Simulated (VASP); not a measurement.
Crystal: GaN.

```
Ga N
1.0
     3.18000    0.00000    0.00000
    -1.59000    2.75396    0.00000
     0.00000    0.00000    5.16600
Ga N
2 2
Direct
  0.33333 0.66667 0.00000
  0.66667 0.33333 0.50000
  0.33333 0.66667 0.37500
  0.66667 0.33333 0.87500
```

```yaml
Program: VASP 6.6.1
Task: relaxation of cell and atoms
Functional: PBE
Potentials_or_basis: VASP PAW PBE potentials, release 64 (Ga_d, N)
Cutoff: 600 eV
k_mesh: 12 × 12 × 5
Occupations: gaussian, width 0.03 eV
Spin: no spin polarisation
```

At the start: pressure 7.2 GPa; volume 11.31 Å³/atom.

Task: Where does the relaxation end?

Result: Over 5 steps the energy falls by 10.1 meV/atom and the volume is 11.75 Å³/atom (+3.9 %); space group P6_3mc (No. 186, to 0.05 Å).

Step by step:
```csv
step,energy change (eV),largest force (eV/Å),pressure (GPa),volume (Å³)
1,0.0000,0.1346,7.17,45.24
2,-0.0118,0.0620,-5.27,48.64
3,-0.0402,0.0105,-0.03,47.03
4,-0.0402,0.0127,0.13,47.00
5,-0.0403,0.0073,0.09,47.00
```

Final structure:
```xyz
4
Lattice="3.2171 0.0000 0.0000 -1.6086 2.7861 0.0000 0.0000 0.0000 5.2435" Properties=species:S:1:pos:R:3 pbc="T T T"
Ga    0.0000    1.8574    5.2395
Ga    1.6086    0.9287    2.6178
N     0.0000    1.8574    1.9703
N     1.6086    0.9287    4.5920
```
